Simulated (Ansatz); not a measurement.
Cu: checking dH/dP = V

Method: Ansatz, DFT PBEsol, scalar-relativistic, plane waves, PAW. Run with 420 eV cutoff, 18×18×10 k-mesh, Gaussian smearing of 0.10 eV, no spin polarisation.

The relaxed crystal:

```xyz
2
Lattice="2.5206 0.0000 0.0000 -1.2603 2.1829 0.0000 0.0000 0.0000 4.1165" Properties=species:S:1:pos:R:3 pbc="T T T"
Cu    0.0000    1.4553    1.0291
Cu    1.2603    0.7276    3.0874
```

Cell and atoms were relaxed at each target pressure within the start's symmetry (P6_3/mmc), at zero temperature; other phases can be more stable under pressure. H = E + PV with P the target; E is the free energy at the smearing used, whose derivative the pressure is, per atom and counted from zero pressure. The mesh named is that at zero pressure; some other pressures ran on another.

```
P (GPa) V (Å³/atom) E − E0 (meV) H − H0 (meV)
      0       11.325           0.0           0.0
      1       11.259           0.2          70.5
      4       11.068           3.2         279.5
     12       10.647          23.9         821.3
     25       10.113          84.6        1662.5
     50        9.385         248.5        3177.5
     90        8.613         579.0        5417.3
```

Task: Thermodynamics gives dH/dP = V along a relaxed path. Integrate V over P by the trapezoid rule and compare with the computed enthalpies.

Result: With 1 eV/Å³ = 160.22 GPa, each step adds the mean volume times ΔP / 160.22:
| P (GPa) | ∫V dP (meV) | H − H0 (meV) | difference (meV) |
| --- | --- | --- | --- |
| 1 | 70.5 | 70.5 | 0.0 |
| 4 | 279.5 | 279.5 | 0.0 |
| 12 | 821.6 | 821.3 | 0.3 |
| 25 | 1663.8 | 1662.5 | 1.3 |
| 50 | 3185.0 | 3177.5 | 7.5 |
| 90 | 5431.8 | 5417.3 | 14.5 |

V(P) curves upward, so the trapezoid rule runs high; integrating a smooth curve through the same points puts that excess at about 12.0 meV at 90 GPa, against the 14.5 meV found. What is left comes from the shape of V(P) between points this far apart, and from the mesh, the smearing and the stress tolerance.

Task: At 90 GPa, how much of the enthalpy change is stored energy and how much is the PV term?

Result: E rises by 579 meV/atom and PV is 90 × 8.613 / 160.22 = 4838 meV/atom, so PV makes 89 % of ΔH. So between rival structures at high pressure a small difference in volume can outweigh the difference in energy: 1 % of this volume is worth 48.4 meV/atom at this pressure.

Task: What bulk modulus do the lowest pressures give?

Result: From the pressures that the runs reached, -0.99 GPa (11.395 Å³) and 1.00 GPa (11.259 Å³), B = −ΔP/Δln V = 1.99 / 0.0120 = 166 GPa, a mean over that range.

This form isn't the element's structure at ambient conditions.